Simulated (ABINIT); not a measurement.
HfC:

```
CELL_PARAMETERS angstrom
0.00000 2.32500 2.32500
2.32500 0.00000 2.32500
2.32500 2.32500 0.00000
ATOMIC_POSITIONS crystal
Hf 0.50000 0.50000 0.50000
C 0.00000 0.00000 0.00000
```

Program: ABINIT 10.8.3 (patched build). Alike in all runs: potentials or basis JTH PAW PBE v2.0; cell as given; cutoff (eV) 544; smearing fermi-dirac 0.05 eV. Hardware: 1 thread of Arm Neoverse V2 (shared host).

Task: Order these runs on this cell by their wall time, lowest first.
A. task band structure; level BLYP; spin SOC, no magnetisation; k mesh 10 × 10 × 10
B. task single point; level PBEsol; spin off; k mesh 8 × 8 × 8
C. task band structure; level PBEsol; spin off; k mesh 10 × 10 × 10

Result: B (12 s), C (39 s), A (150 s).
